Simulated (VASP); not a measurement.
# NaH (Fm-3m) in VASP: notebook

Runs on NaH. Level: PBE. Tasks: single point.

Program: VASP 6.6.1. These are calculated values, not measurements. Logs are shortened: lines on timing, memory, paths and dates and some standing lists are left out, and cuts for length are marked.

### 1 The structure

Symmetry: Fm-3m, No. 225, cubic system. Conventional cell: a = 4.880 Å, b = 4.880 Å, c = 4.880 Å, α = 90.00°, β = 90.00°, γ = 90.00°. Na (site symmetry m-3m) has 6 H at 2.44 Å as nearest neighbours. H (site symmetry m-3m) has 6 Na at 2.44 Å as nearest neighbours.

### 2 Single point, PBE

Input file INCAR:

```
SYSTEM = NaH
PREC = Accurate
ENCUT = 400
EDIFF = 1E-6
ISMEAR = 0
SIGMA = 0.05
LREAL = .False.
LASPH = .True.
NELM = 100
ALGO = Normal
ISIF = 2
LWAVE = .False.
LCHARG = .False.
GGA = PE
NBANDS = 11
ADDGRID = .False.
```

Input file KPOINTS:

```
Automatic mesh
0
Gamma
  5 5 5
  0 0 0
```

Input file POSCAR:

```
NaH
1.0
    0.0000000000      2.4400000000      2.4400000000
    2.4400000000      0.0000000000      2.4400000000
    2.4400000000      2.4400000000      0.0000000000
Na H
1 1
Direct
   -0.0187210000      0.0228060000      0.0160610000
    0.4668300000      0.5164870000      0.5214060000
```

Potentials or basis: VASP PAW PBE potentials, release 64 (Na_pv, H).

Run with:

```bash
> cat potpaw_PBE.64/Na_pv/POTCAR potpaw_PBE.64/H/POTCAR > POTCAR
> mpirun -np 1 vasp_std > vasp.out
```

OUTCAR:

```text
SYSTEM = NaH
   PREC = Accurate
   ENCUT = 400
   EDIFF = 1E-6
   ISMEAR = 0
   LREAL = .False.
   LASPH = .True.
   NELM = 100
   ISIF = 2
   GGA = PE

 Found     63 irreducible k-points:

 Following reciprocal coordinates:
            Coordinates               Weight
  0.000000  0.000000  0.000000      1.000000
  0.200000  0.000000  0.000000      2.000000
  0.000000  0.200000  0.000000      2.000000
  0.000000  0.000000  0.200000      2.000000
  0.200000  0.200000  0.200000      2.000000
  0.400000  0.000000  0.000000      2.000000
   k-points           NKPTS =     63   k-points in BZ     NKDIM =     63   number of bands    NBANDS=     11
   number of dos      NEDOS =    301   number of ions     NIONS =      2
   total plane-waves  NPLWV =  13824
   dimension x,y,z NGX =    24 NGY =   24 NGZ =   24
   dimension x,y,z NGXF=    48 NGYF=   48 NGZF=   48
   ions per type =               1   1
   NGX,Y,Z   is equivalent  to a cutoff of  11.56, 11.56, 11.56 a.u.
   NGXF,Y,Z  is equivalent  to a cutoff of  23.13, 23.13, 23.13 a.u.
 SYSTEM =  NaH
   PREC   = accura    normal or accurate (medium, high low for compatibility)
   ISTART =      0    job   : 0-new  1-cont  2-samecut
   ICHARG =      2    charge: 1-file 2-atom 10-const
   ISPIN  =      1    spin polarized calculation?
   LNONCOLLINEAR =      F non collinear calculations
   LSORBIT =      F    spin-orbit coupling
   LASPH  =      T    aspherical Exc in radial PAW
   ENCUT  =  400.0 eV  29.40 Ry    5.42 a.u.   5.63  5.63  5.63*2*pi/ulx,y,z
   NELM   =    100;   NELMIN=  2; NELMDL= -5     # of ELM steps
   EDIFF  = 0.1E-05   stopping-criterion for ELM
   LREAL  =      F    real-space projection
   EDIFFG = 0.1E-04   stopping-criterion for IOM
   NSW    =      0    number of steps for IOM
   IBRION =     -1    ionic relax: 0-MD 1-quasi-New 2-CG
   NFREE  =      0    steps in history (QN), initial steepest desc. (CG)
   ISIF   =      2    stress and relaxation
   ISYM   =      2    0-nonsym 1-usesym 2-fastsym
   POTIM  = 0.5000    time-step for ionic-motion
   TEBEG  =    0.0;   TEEND  =   0.0 temperature during run
   PSTRESS=    0.0 pullay stress
   NELECT =       8.0000    total number of electrons
   NUPDOWN=      -1.0000    fix difference up-down
   EMIN   =  10.00;   EMAX   =-10.00  energy-range for DOS
   EFERMI =   0.00;   METHOD = LEGACY
   ISMEAR =     0;   SIGMA  =   0.05  broadening in eV -4-tet -1-fermi 0-gaus
   EFERMI_NEDOS =   21; number of points for ismear=-14 and -15
   IALGO  =     38    algorithm
   IMIX   =      4    mixing-type and parameters
     AMIX     =   0.40;   BMIX     =  1.00
     AMIX_MAG =   1.60;   BMIX_MAG =  1.00
  volume/ion in A,a.u.               =      14.53        98.03
  Fermi-wavevector in a.u.,A,eV,Ry     =   1.065054  2.012660 15.433636  1.134340
  Thomas-Fermi vector in A             =   2.200593
   LORBIT       =      0    0 simple, 1 ext, 2 COOP (PROOUT), +10 PAW based schemes
   GGA     = PE    functional components
   LHFCALC =     F    Hartree Fock is set to
   AEXX    =    0.0000 exact exchange contribution
   IVDW    =     0    specifies the selected vdW correction
   LEPSILON=     F    determine dielectric tensor
   LRPA    =     F    only Hartree local field effects (RPA)
 non-spin polarized calculation
 Gauss-broadening in eV      SIGMA  =   0.05
  energy-cutoff  :      400.00
  volume of cell :       29.05
 maximum number of plane-waves:       533
   NGX = 11   NGY = 11   NGZ = 11

 number of electron       7.9999993 magnetization

 Free energy of the ion-electron system (eV)
  ---------------------------------------------------
  ext. energy  EPLUGINS =         0.00000000
  ---------------------------------------------------
  free energy    TOTEN  =        -5.08253392 eV

  energy without entropy =       -5.08253392  energy(sigma->0) =       -5.08253392

 E-fermi :  -1.0750     XC(G=0):  -7.6733

 val. band max:       -1.3004608963   @ k =   0.2000  -0.4000  -0.4000
 cond. band min:       3.2344006801   @ k =   0.4000   0.4000   0.4000
 fundamental gap:      4.5348615764
 Fermi energy:        -1.0749840981

 k-point     1 :       0.0000    0.0000    0.0000
  band No.  band energies     occupation
      1     -23.3554      2.00000
      2     -23.3553      2.00000
      3     -23.3550      2.00000
      4      -4.7408      2.00000
      5       8.9546      0.00000
      6      14.1634      0.00000
      7      14.1643      0.00000
      8      14.1780      0.00000
      9      14.9730      0.00000
     10      14.9846      0.00000
     11      14.9932      0.00000

 k-point     2 :       0.2000    0.0000    0.0000
  band No.  band energies     occupation
      1     -23.3848      2.00000
      2     -23.3589      2.00000
      3     -23.3586      2.00000
      4      -4.0833      2.00000
      5       6.8607      0.00000
      6      10.5515      0.00000
      7      12.8585      0.00000
      8      12.8632      0.00000
      9      16.2139      0.00000
     10      16.2184      0.00000
     11      16.8392      0.00000

 k-point     3 :       0.0000    0.2000    0.0000
  band No.  band energies     occupation
      1     -23.3846      2.00000
      2     -23.3590      2.00000
      3     -23.3588      2.00000
      4      -4.0833      2.00000
      5       6.8615      0.00000
      6      10.5491      0.00000
      7      12.8588      0.00000
      8      12.8669      0.00000
      9      16.2099      0.00000
     10      16.2173      0.00000
     11      16.8393      0.00000

 k-point     4 :       0.0000    0.0000    0.2000
  band No.  band energies     occupation
      1     -23.3846      2.00000
      2     -23.3589      2.00000
      3     -23.3588      2.00000
      4      -4.0833      2.00000
      5       6.8615      0.00000
      6      10.5489      0.00000
      7      12.8588      0.00000
      8      12.8672      0.00000
      9      16.2096      0.00000
     10      16.2172      0.00000
     11      16.8393      0.00000

 k-point     5 :       0.2000    0.2000    0.2000
  band No.  band energies     occupation
      1     -23.3848      2.00000
      2     -23.3589      2.00000
      3     -23.3586      2.00000
      4      -4.0833      2.00000
      5       6.8606      0.00000
      6      10.5519      0.00000
      7      12.8583      0.00000
      8      12.8627      0.00000
      9      16.2144      0.00000
     10      16.2188      0.00000
     11      16.8392      0.00000

 k-point     6 :       0.4000    0.0000    0.0000
  band No.  band energies     occupation
      1     -23.4316      2.00000
      2     -23.3646      2.00000
      3     -23.3643      2.00000
      4      -2.4907      2.00000
      5       3.2346      0.00000
      6       9.4790      0.00000
      7      12.0909      0.00000
      8      12.0956      0.00000
      9      15.0463      0.00000
     10      15.0476      0.00000
     11      17.4376      0.00000

 [... further k-points ...]

------------------------ aborting loop because EDIFF is reached ----------------------------------------

  FORCE on cell =-STRESS in cart. coord.  units (eV):
  Direction    XX          YY          ZZ          XY          YZ          ZX
  --------------------------------------------------------------------------------------
  -------------------------------------------------------------------------------------
  Total       -0.2027896     -0.2001378     -0.1888234     -0.0000325     -0.0010983     -0.0000314
  in kB      -11.1829582    -11.0367274    -10.4127844     -0.0017941     -0.0605677     -0.0017289
  external PRESSURE =     -10.8774900 kB  Pullay stress =       0.0000000 kB

 VOLUME and BASIS-vectors are now :
 -----------------------------------------------------------------------------
  energy-cutoff  :      400.00
  volume of cell :       29.05
      direct lattice vectors                 reciprocal lattice vectors
     0.000000000  2.440000000  2.440000000    -0.204918033  0.204918033  0.204918033
     2.440000000  0.000000000  2.440000000     0.204918033 -0.204918033  0.204918033
     2.440000000  2.440000000  0.000000000     0.204918033  0.204918033 -0.204918033

 POSITION                                       TOTAL-FORCE (eV/Angst)
 -----------------------------------------------------------------------------------
      0.09484      2.43351      2.44997        -0.001897     -0.017198     -0.039451
      2.53246      2.41130      2.39929         0.001897      0.017198      0.039451
 -----------------------------------------------------------------------------------
    total drift:                               -0.000121     -0.000077      0.000339

  FREE ENERGIE OF THE ION-ELECTRON SYSTEM (eV)
  ---------------------------------------------------
  free  energy   TOTEN  =        -5.0825339174 eV

  energy  without entropy=       -5.0825339174  energy(sigma->0) =       -5.08253392
```

Wall time 8 s (1 thread of Intel Xeon Platinum 8259CL at 2.50GHz (Skylake/Cascade Lake), shared host); peak memory 0.13 GiB.

The run converged, but some of its settings lie outside the range that counts as converged, so its numbers aren't taken as properties of the crystal.

Results:

```
Free energy            : -5.0825 eV
Pressure               : -1.1 GPa
Largest force          : 0.043 eV/Å
Band gap on the k mesh : 4.53 eV, indirect (least direct gap 5.02 eV)
```

Caveat: the k mesh is coarse (spacing up to 0.45 Å⁻¹), so the values aren't converged; an odd mesh through Γ misses points on the zone boundary, where band edges often lie.

### 3 Single point, PBE

INCAR, as its differences from that of step 2:

```diff
@@ -2,3 +2,3 @@
 PREC = Accurate
-ENCUT = 400
+ENCUT = 700
 EDIFF = 1E-6
```

Input file KPOINTS:

```
Automatic mesh
0
Gamma
  4 4 4
  0 0 0
```

Input file POSCAR:

```
NaH
1.0
    0.0000000000      2.4400000000      2.4400000000
    2.4400000000      0.0000000000      2.4400000000
    2.4400000000      2.4400000000      0.0000000000
Na H
1 1
Direct
    0.0000000000      0.0000000000      0.0000000000
    0.5000000000      0.5000000000      0.5000000000
```

Potentials or basis: VASP PAW PBE potentials, release 64 (Na_pv, H).

Run with:

```bash
> cat potpaw_PBE.64/Na_pv/POTCAR potpaw_PBE.64/H/POTCAR > POTCAR
> mpirun -np 1 vasp_std > vasp.out
```

OUTCAR:

```text
SYSTEM = NaH
   PREC = Accurate
   ENCUT = 700
   EDIFF = 1E-6
   ISMEAR = 0
   LREAL = .False.
   LASPH = .True.
   NELM = 100
   ISIF = 2
   GGA = PE

 Found      8 irreducible k-points:

 Following reciprocal coordinates:
            Coordinates               Weight
  0.000000  0.000000  0.000000      1.000000
  0.250000  0.000000  0.000000      8.000000
  0.500000  0.000000  0.000000      4.000000
  0.250000  0.250000  0.000000      6.000000
  0.500000  0.250000  0.000000     24.000000
 -0.250000  0.250000  0.000000     12.000000
   k-points           NKPTS =      8   k-points in BZ     NKDIM =      8   number of bands    NBANDS=     11
[... 164 lines left out ...]
  --------------------------------------------------------------------------------------
  -------------------------------------------------------------------------------------
  Total       -0.1158174     -0.1158174     -0.1158174      0.0000000     -0.0000000      0.0000000
  in kB       -6.3868247     -6.3868247     -6.3868247      0.0000000     -0.0000000      0.0000000
  external PRESSURE =      -6.3868247 kB  Pullay stress =       0.0000000 kB

 VOLUME and BASIS-vectors are now :
 -----------------------------------------------------------------------------
  energy-cutoff  :      700.00
  volume of cell :       29.05
      direct lattice vectors                 reciprocal lattice vectors
     0.000000000  2.440000000  2.440000000    -0.204918033  0.204918033  0.204918033
     2.440000000  0.000000000  2.440000000     0.204918033 -0.204918033  0.204918033
     2.440000000  2.440000000  0.000000000     0.204918033  0.204918033 -0.204918033

 POSITION                                       TOTAL-FORCE (eV/Angst)
 -----------------------------------------------------------------------------------
      0.00000      0.00000      0.00000        -0.000000      0.000000      0.000000
      2.44000      2.44000      2.44000         0.000000     -0.000000     -0.000000
 -----------------------------------------------------------------------------------
    total drift:                               -0.000000      0.000000      0.000000

  FREE ENERGIE OF THE ION-ELECTRON SYSTEM (eV)
  ---------------------------------------------------
  free  energy   TOTEN  =        -5.0862705705 eV

  energy  without entropy=       -5.0862705705  energy(sigma->0) =       -5.08627057
```

Run time: 5.5 s. Hardware: 1 thread of Intel Xeon Platinum 8259CL at 2.50GHz (Skylake/Cascade Lake), shared host; peak memory 0.15 GiB.

These settings aren't checked as converged: the numbers below hold their error.

What came out:

| Quantity | Value |
| --- | --- |
| Free energy | -5.0863 eV |
| Pressure | -0.6 GPa |
| Band gap on the k mesh | 3.71 eV, indirect (least direct gap 4.55 eV) |

Caveat: the k mesh is coarse (spacing up to 0.56 Å⁻¹), so the values aren't converged.

[end of part 1 of 2]
